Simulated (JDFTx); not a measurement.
# GaN (F-43m) in JDFTx: reference runs

Aim: a first look at GaN with PBEsol, on the cell as given.

All numbers are computed with JDFTx 1.7.0 (patched build); they aren't measurements. Logs are shortened: lines on timing, memory, paths and dates and some standing lists are left out, and cuts for length are marked. The log counts tension as positive stress, the text compression.

**Measured values to compare with.**

A printed reference work, textbook reports, for a bulk crystal of GaN at 0 K: band gap 3.299 eV (direct).

The runs below are set against these values where they give the same quantity.

## (1) Starting point

Symmetry: F-43m, No. 216, cubic system. Conventional cell: a = 4.507 Å, b = 4.507 Å, c = 4.507 Å, α = 90.00°, β = 90.00°, γ = 90.00°. Ga (site symmetry -43m) is surrounded by 4 N at 1.95 Å. Around N (site symmetry -43m) lie 4 Ga at 1.95 Å.

The cell is a database's computed one.

## (2) Single point, PBEsol

Input file GaN.in:

```
lattice \
    0.0000000000     4.2584989699     4.2584989699 \
    4.2584989699     0.0000000000     4.2584989699 \
    4.2584989699     4.2584989699     0.0000000000
coords-type Lattice
ion Ga     0.0000000000     0.0000000000     0.0000000000 1
ion N      0.2500000000     0.2500000000     0.2500000000 1

ion-species pseudo/Ga.upf
ion-species pseudo/N.upf
elec-cutoff 42 336
elec-ex-corr gga-PBEsol
kpoint-folding 10 10 10
elec-smearing Fermi 0.0018374661
elec-n-bands 15
electronic-SCF nIterations 100 energyDiffThreshold 1e-09
electronic-minimize nIterations 30 energyDiffThreshold 1e-7
converge-empty-states yes
forces-output-coords Cartesian

dump-name run.$VAR
dump End Ecomponents EigStats BandEigs Kpoints Forces Stress ElecDensity Dtot KEdensity
```

Potentials or basis: PseudoDojo-SR-PBEsol-0.4.1-standard with smoothed tails.

Started as:

```sh
$ jdftx -c 1 -i GaN.in -o GaN.out
```

The log of the run:

```text
*************** JDFTx 1.7.0 (patched build) ***************

Input parsed successfully to the following command list (including defaults):
[... the input with its defaults ...]

---------- Setting up symmetries ----------

Found 48 point-group symmetries of the bravais lattice
Found 24 space-group symmetries with basis
Applied RMS atom displacement 0 bohrs to make symmetries exact.

---------- Initializing the Grid ----------
R =
[            0       4.2585       4.2585  ]
[       4.2585            0       4.2585  ]
[       4.2585       4.2585            0  ]
unit cell volume = 154.454
G =
[  -0.737723   0.737723   0.737723  ]
[   0.737723  -0.737723   0.737723  ]
[   0.737723   0.737723  -0.737723  ]
Minimum fftbox size, Smin = [  52  52  52  ]
Chosen fftbox size, S = [  54  54  54  ]

---------- Initializing tighter grid for wavefunction operations ----------
R =
[            0       4.2585       4.2585  ]
[       4.2585            0       4.2585  ]
[       4.2585       4.2585            0  ]
unit cell volume = 154.454
G =
[  -0.737723   0.737723   0.737723  ]
[   0.737723  -0.737723   0.737723  ]
[   0.737723   0.737723  -0.737723  ]
Minimum fftbox size, Smin = [  36  36  36  ]
Chosen fftbox size, S = [  36  36  36  ]

---------- Exchange Correlation functional ----------
Initalized PBEsol GGA exchange.
Initalized PBEsol GGA correlation.

---------- Setting up pseudopotentials ----------
Width of ionic core gaussian charges (only for fluid interactions / plotting) set to 0

Reading pseudopotential file 'pseudo/Ga.upf':
  'Ga' pseudopotential, 'PBESOL' functional
  Generated using ONCVPSP code by D. R. Hamann
  13 valence electrons, 3 orbitals, 6 projectors, 1001 radial grid points, with lMax = 2
    3D    l: 2   occupation: 10.0   eigenvalue: -0.704192
    4S    l: 0   occupation:  2.0   eigenvalue: -0.329374
    4P    l: 1   occupation:  1.0   eigenvalue: -0.094479
  Core radius for overlap checks: 1.84 bohrs.

Reading pseudopotential file 'pseudo/N.upf':
  'N' pseudopotential, 'PBESOL' functional
  Generated using ONCVPSP code by D. R. Hamann
  5 valence electrons, 2 orbitals, 4 projectors, 1001 radial grid points, with lMax = 1
    2S    l: 0   occupation:  2.0   eigenvalue: -0.678237
    2P    l: 1   occupation:  3.0   eigenvalue: -0.258576
  Core radius for overlap checks: 1.31 bohrs.

Initialized 2 species with 2 total atoms.

Folded 1 k-points by 10x10x10 to 1000 k-points.

---------- Setting up k-points, bands, fillings ----------
Adding inversion symmetry to k-mesh for non-inversion-symmetric unit cell.
Reduced to 47 k-points under symmetry.
Computing the number of bands and number of electrons
Calculating initial fillings.
nElectrons:  18.000000   nBands: 15   nStates: 47

----- Setting up reduced wavefunction bases (one per k-point) -----
average nbasis = 2007.617 , ideal nbasis = 2008.018

---------- Setting up ewald sum ----------
Optimum gaussian width for ewald sums = 1.934137 bohr.
Real space sum over 1331 unit cells with max indices [  5  5  5  ]
Reciprocal space sum over 2197 terms with max indices [  6  6  6  ]

---------- Allocating electronic variables ----------
Initializing wave functions:  linear combination of atomic orbitals
Note: number of bands (15) exceeds available atomic orbitals (13)
Ga pseudo-atom occupations:   s ( 2 )  p ( 1 )  d ( 10 )
N pseudo-atom occupations:   s ( 2 )  p ( 3 )
	FillingsUpdate:  mu: +0.564609036  nElectrons: 18.000000
LCAOMinimize: Iter:   0  F: -76.9815881738181247  |grad|_K:  7.822e-03  alpha:  1.000e+00
	FillingsUpdate:  mu: +0.440256389  nElectrons: 18.000000
LCAOMinimize: Iter:   1  F: -77.1063338439422665  |grad|_K:  3.531e-04  alpha:  3.541e-01  linmin: -4.917e-01  cgtest:  9.267e-01
LCAOMinimize: Encountered beta<0, resetting CG.
[... 6 lines of inner loops ...]
LCAOMinimize: Iter:   4  F: -77.1065795083263055  |grad|_K:  1.035e-06  alpha:  5.403e-01  linmin: -8.215e-06  cgtest: -6.011e-05
	FillingsUpdate:  mu: +0.434732409  nElectrons: 18.000000
LCAOMinimize: Iter:   5  F: -77.1065795118157524  |grad|_K:  6.069e-08  alpha:  6.160e-01  linmin:  3.624e-04  cgtest: -5.050e-04
LCAOMinimize: Converged (|Delta F|<1.000000e-06 for 2 iters).

-------- Electronic minimization -----------
Will mix electronic density at each iteration.
	FillingsUpdate:  mu: +0.434732409  nElectrons: 18.000000
	FillingsUpdate:  mu: +0.420352921  nElectrons: 18.000000
SCF: Cycle:  0   F: -77.144943672770893   dF: -3.836e-02   |Residual|: 5.152e-02   |deigs|: 2.702e-01
	FillingsUpdate:  mu: +0.414949347  nElectrons: 18.000000
SCF: Cycle:  1   F: -77.146471811259346   dF: -1.528e-03   |Residual|: 2.032e-02   |deigs|: 1.005e-02
	FillingsUpdate:  mu: +0.416278981  nElectrons: 18.000000
SCF: Cycle:  2   F: -77.146520578843308   dF: -4.877e-05   |Residual|: 9.075e-03   |deigs|: 3.270e-03
	FillingsUpdate:  mu: +0.416980288  nElectrons: 18.000000
SCF: Cycle:  3   F: -77.146526392194147   dF: -5.813e-06   |Residual|: 1.169e-03   |deigs|: 1.152e-03
	FillingsUpdate:  mu: +0.417150296  nElectrons: 18.000000
SCF: Cycle:  4   F: -77.146527172595469   dF: -7.804e-07   |Residual|: 3.787e-04   |deigs|: 4.531e-04
	FillingsUpdate:  mu: +0.417190693  nElectrons: 18.000000
SCF: Cycle:  5   F: -77.146527329586846   dF: -1.570e-07   |Residual|: 1.131e-04   |deigs|: 3.167e-04
	FillingsUpdate:  mu: +0.417201165  nElectrons: 18.000000
SCF: Cycle:  6   F: -77.146527377245263   dF: -4.766e-08   |Residual|: 4.064e-05   |deigs|: 5.503e-04
	FillingsUpdate:  mu: +0.417198518  nElectrons: 18.000000
SCF: Cycle:  7   F: -77.146527389420370   dF: -1.218e-08   |Residual|: 1.524e-05   |deigs|: 2.886e-04
	FillingsUpdate:  mu: +0.417198427  nElectrons: 18.000000
SCF: Cycle:  8   F: -77.146527393605652   dF: -4.185e-09   |Residual|: 8.359e-06   |deigs|: 2.709e-04
	FillingsUpdate:  mu: +0.417198178  nElectrons: 18.000000
SCF: Cycle:  9   F: -77.146527394474916   dF: -8.693e-10   |Residual|: 8.843e-07   |deigs|: 1.661e-04
	FillingsUpdate:  mu: +0.417198112  nElectrons: 18.000000
SCF: Cycle: 10   F: -77.146527394830869   dF: -3.560e-10   |Residual|: 4.371e-07   |deigs|: 1.596e-04
SCF: Converged (|Delta E|<1.000000e-09 for 2 iters).

Setting wave functions to eigenvectors of Hamiltonian
Converging empty states (this may take a while):
EmptyStates: None of the convergence criteria satisfied.
|deigs|: 1.306e-03

# Stress tensor in Cartesian coordinates [Eh/a0^3]:
[  3.09621e-05            0            0  ]
[            0  3.09621e-05            0  ]
[            0            0  3.09621e-05  ]

# Ionic positions in lattice coordinates:
ion Ga   0.000000000000000   0.000000000000000   0.000000000000000 1
ion N   0.250000000000000   0.250000000000000   0.250000000000000 1

# Forces in Cartesian coordinates:
force Ga   0.000000000000000   0.000000000000000  -0.000000000000000 1
force N  -0.000000000000000  -0.000000000000000  -0.000000000000000 1

# Energy components:
   Eewald =      -58.3371585566606043
       EH =       21.7795161376410995
     Eloc =      -57.0942060806152014
      Enl =      -39.2934826797133425
      Exc =      -23.7940801408104505
 Exc_core =        9.5836318728309333
       KE =       70.0092520525097370
-------------------------------------
     Etot =      -77.1465273948178378
       TS =        0.0000000000130372
-------------------------------------
        F =      -77.1465273948308692

IonicMinimize: Iter:   0  F: -77.146527394830869  |grad|_K:  6.650e-36
IonicMinimize: Converged (|grad|_K<1.000000e-04).

#--- Lowdin population analysis ---
# oxidation-state Ga +0.792
# oxidation-state N -0.764

Dumping 'run.eigStats' ...
	eMin: -0.200263 at state 0 ( [ +0.000000 +0.000000 +0.000000 ] spin 0 )
	HOMO: +0.384243 at state 0 ( [ +0.000000 +0.000000 +0.000000 ] spin 0 )
	mu  : +0.417198
	LUMO: +0.446904 at state 0 ( [ +0.000000 +0.000000 +0.000000 ] spin 0 )
	eMax: +1.200214 at state 43 ( [ +0.100000 +0.500000 -0.400000 ] spin 0 )
	HOMO-LUMO gap: +0.062661
	Optical gap  : +0.062661 at state 0 ( [ +0.000000 +0.000000 +0.000000 ] spin 0 )
WARNING: the last solve of the electrons (or of bands or displaced states from it) ended unconverged.
Done!
[note: mu as printed may lie anywhere between the filled and the empty levels]
```

Wall time 49 s (1 thread of Intel Xeon Platinum 8488C (Sapphire Rapids), shared host); peak memory 0.11 GiB.

Results:

```
Free energy            : -2099.2640 eV
Pressure               : -0.9 GPa
Band gap on the k mesh : 1.71 eV, direct
Loewdin charges        : Ga +0.79; N -0.76 e
```

Levels at points of the mesh, in eV from the valence-band top:
```
           k point  band 7  band 8  band 9  band 10  band 11
(0.00, 0.00, 0.00)    0.00    0.00    0.00     1.71    10.25
(0.00, 0.00, 0.50)   -7.10   -0.97   -0.97     4.59     8.64
(0.00, 0.50, 0.50)   -6.17   -2.72   -2.72     3.25     6.58
```

Caveat: the empty levels aren't tightly converged.

## (3) Against experiment

Step 2. Against the measured gap of GaN, 3.299 eV (direct; 0 K; a printed reference work, textbook), the calculated 1.71 eV is off by -1.59 eV. Spin-orbit coupling on Ga is left out. The value is that of PBEsol, without temperature or zero-point motion. Semilocal functionals fall short of measured gaps as a rule. The cell is a database's relaxed one, not the measured one, which moves gaps too.
